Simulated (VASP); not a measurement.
# Settings for Rh: energy along a vibration (SMASS = -2)

Rh, atoms displaced along the mode, 2 atoms in the cell. LDA, energy along a line of displacements; PAW potentials Rh_pv (LDA set). VASP 6.6.1.

Wanted: harmonic frequency within 1 %.

Mode: transverse mode at X.

POSCAR:
```
Rh
1.0
    1.8978500000      1.8978500000      0.0000000000
   -1.8978500000      1.8978500000      0.0000000000
    0.0000000000      0.0000000000      3.7957000000
Rh
2
Direct
   -0.0105382406      0.0105382406      0.0000000000
    0.5105382406      0.4894617594      0.5000000000

    0.0100000000   0.0000000000   0.0000000000
   -0.0100000000   0.0000000000   0.0000000000
```

The series start from k mesh: 7 × 7 × 5; Cutoff (eV): 320; Step along the mode (Å): 0.02; Electronic threshold (eV): 1e-7; Smearing width (eV): 0.15; Precision and projection: Accurate, reciprocal space. Each series keeps the choices made before it, and each single choice may use up half of a tolerance.

## k mesh

| k mesh | Harmonic frequency (THz) | Time (s) |
|---|---|---|
| 3 × 3 × 2 | 6.169 | 7.2 |
| 4 × 4 × 3 | 6.987 | 9.9 |
| 6 × 6 × 4 | 4.877 | 20 |
| 7 × 7 × 5 | 5.506 | 30 |
| 9 × 9 × 6 | 5.317 | 52 |
| 11 × 11 × 8 | 5.559 | 100 |
| 14 × 14 × 10 (reference) | 5.425 | 202 |

Chosen: 14 × 14 × 10; the next looser run is off by more than half of the tolerance, so convergence isn't shown beyond this value.

## Cutoff (eV)

| Cutoff (eV) | Harmonic frequency (THz) | Time (s) |
|---|---|---|
| 180 | 4.448 | 136 |
| 210 | 5.213 | 188 |
| 250 | 5.433 | 206 |
| 290 | 5.429 | 221 |
| 320 | 5.425 | 202 |
| 370 (reference) | 5.427 | 330 |

Chosen: 250, the loosest value from which every tighter one stays within half of the tolerance.

## Electronic threshold (eV)

| Electronic threshold (eV) | Harmonic frequency (THz) | Time (s) |
|---|---|---|
| 0.001 | 5.426 | 142 |
| 0.0001 | 5.428 | 151 |
| 1e-5 | 5.43 | 164 |
| 1e-6 | 5.433 | 183 |
| 1e-7 | 5.433 | 206 |
| 1e-8 (reference) | 5.433 | 237 |

Chosen: 0.001.

## Smearing width (eV)

| Smearing width (eV) | Harmonic frequency (THz) | Time (s) |
|---|---|---|
| 0.4 | 5.458 | 146 |
| 0.3 | 5.479 | 145 |
| 0.2 | 5.459 | 145 |
| 0.15 | 5.426 | 142 |
| 0.1 (reference) | 5.402 | 143 |

Chosen: 0.15.

## Precision and projection

| Precision and projection | Harmonic frequency (THz) | Time (s) |
|---|---|---|
| Accurate, reciprocal space | 5.426 | 142 |
| Normal, reciprocal space | 5.428 | 96 |
| Normal, Auto | 5.382 | 133 |

Chosen: Normal, reciprocal space, the fastest of those that stay within half of the tolerance.

## All choices together

| Input | Harmonic frequency (THz) | Time (s) |
|---|---|---|
| defaults on a coarse mesh (naive) | 7.092 | 3.9 |
| chosen settings | 5.428 | 96 |
| reference settings throughout | 5.447 | 355 |

The chosen settings stay within the tolerance of the reference run, but the reference itself isn't shown to be converged in: k mesh.

## The input

INCAR:
```
SYSTEM = Rh
GGA = CA ; PREC = Normal
ENCUT = 250 ; EDIFF = 0.001
ALGO = Normal ; LREAL = .False.
LASPH = .True. ; ISMEAR = 1
SIGMA = 0.15 ; ISYM = 0
LWAVE = .False. ; LCHARG = .False.
IBRION = 0 ; SMASS = -2
POTIM = 1 ; NSW = 9
NELMIN = 4 ; KPAR = 2
```

KPOINTS:
```
Automatic mesh
0
Gamma
  14 14 10
  0 0 0
```

Commands:
```
cat potpaw_LDA.64/Rh_pv/POTCAR > POTCAR
mpirun -np 2 vasp_std > vasp.out
```

Limits: NELMIN = 4 forces that many electronic steps, so a loose EDIFF looks better here than it is.

The chosen input took VASP 6.6.1 96 s on 2 cores (Intel Xeon Platinum 8259CL @ 2.50GHz (Skylake/Cascade Lake)), a shared host.

## An input that fails: electronic threshold far too loose

It runs to its end, but against the unchanged starting input it is off by 18 % in the harmonic frequency.

Changes against the starting input:
```
- EDIFF = 1e-07
- NELMIN = 4
+ EDIFF = 0.1
```
